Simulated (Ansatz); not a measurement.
# SiO₂: the change of pressure and energy less free atoms with volume scale

Periodic Kohn-Sham DFT of a crystal at fixed atoms, scaled to volume_scale times the given cell; pressure positive in compression, energy less spherical unpolarised free atoms, largest_vzz the field gradient of largest size among the nuclei. The results are calculated, by Ansatz 0.2.0.

The cell before it is scaled or strained (space group P4_2/mnm, No. 136):
```
CELL_PARAMETERS angstrom
4.18010 0.00000 0.00000
0.00000 4.18010 0.00000
0.00000 0.00000 2.66780
ATOMIC_POSITIONS crystal
Si 0.00000 0.00000 0.00000
Si 0.50000 0.50000 0.50000
O 0.30670 0.30670 0.00000
O 0.19330 0.80670 0.50000
O 0.69330 0.69330 0.00000
O 0.80670 0.19330 0.50000
```

Settings of every row: method all-electron LAPW; functional PBEsol; relativity scalar; k mesh 6x6x9; filling fermi-dirac; smearing width 0.03 eV; basis error target 1 meV/atom; nucleus gaussian.

Atom start moment: 0 on all atoms.

| row | volume scale | V (Å³/atom) | pressure (GPa) | energy less free atoms (eV/atom) |
| --- | --- | --- | --- | --- |
| 1 | 0.94 | 7.303 | 27.219 | -8.1332 |
| 2 | 0.96 | 7.458 | 18.636 | -8.1554 |
| 3 | 0.98 | 7.614 | 10.888 | -8.1697 |
| 4 | 0.99 | 7.691 | 7.301 | -8.1741 |
| 5 | 1 | 7.769 | 3.893 | -8.1768 |
| 6 | 1.01 | 7.847 | 0.654 | -8.1779 |
| 7 | 1.02 | 7.925 | -2.423 | -8.1774 |
| 8 | 1.04 | 8.08 | -8.125 | -8.1723 |
| 9 | 1.06 | 8.235 | ? | ? |

Question: what pressure and energy less free atoms should row 9 give?

Worked fit of pressure. Take u = (V_r/V)^(2/3) − 1 with V_r = 7.73 Å³ an atom, which is twice the finite (Eulerian) strain; such expansions in the strain, on which the Birch-Murnaghan equation of state is built, carry the rest volume and the bulk modulus. The shown rows have u = 0.03861, 0.02417, 0.01013, 0.00338, -0.00335, -0.00996, -0.01647, -0.02909. Least squares give pressure = 5.5832 + 509.092 × u + 1319.61 × u² GPa; a straight line predicts inner rows, each left out in turn, worse (root mean square 0.46 against 0.021 GPa). The rows lie off it by 0.013, -0.023, 0.012, -0.018, 0.000, 0.010, 0.021, -0.015 (root mean square 0.016 GPa). The pressure vanishes at u = -0.0113, or V = 7.863 Å³ an atom, and there the bulk modulus at fixed shape and fractions is B = −V dP/dV = (2/3)(1 + u) dP/du = 316 GPa. Letting shape and atoms relax would as a rule lower it, by much in layered, chain or molecular crystals. The withheld row has u = -0.04131, so the fit gives 5.5832 + 509.092 × (-0.04131) + 1319.61 × (-0.04131)² = -13.195 GPa.

The calculation gave -13.27 GPa. The fit lies 0.075 GPa (0.19 % of the column's range) above it; its largest miss of a shown row is 0.023 GPa. This row lies beyond the range of the fit.

Worked fit of energy less free atoms. Take u = (V_r/V)^(2/3) − 1 with V_r = 7.73 Å³ an atom, which is twice the finite (Eulerian) strain; such expansions in the strain, on which the Birch-Murnaghan equation of state is built, carry the rest volume and the bulk modulus. The shown rows have u = 0.03861, 0.02417, 0.01013, 0.00338, -0.00335, -0.00996, -0.01647, -0.02909. Least squares give energy less free atoms = −8.17565 + 0.4056 × u + 17.952 × u² eV/atom; a straight line predicts inner rows, each left out in turn, worse (root mean square 0.0062 against 4.3e-05 eV/atom). The rows lie off it by 0.0000, 0.0000, 0.0000, 0.0000, 0.0000, 0.0000, 0.0001, 0.0000. Its lowest point lies at u = -0.0113, or V = 7.863 Å³ an atom, and the curvature there gives the bulk modulus at fixed shape and fractions, B = (4/9)(1 + u)² E″(u)/V = 318 GPa. Letting shape and atoms relax would as a rule lower it, by much in layered, chain or molecular crystals. The withheld row has u = -0.04131, so the fit gives −8.17565 + 0.4056 × (-0.04131) + 17.952 × (-0.04131)² = -8.1618 eV/atom.

The calculation gave -8.1618 eV/atom. The fit meets it to the printed digit. This row lies beyond the range of the fit.
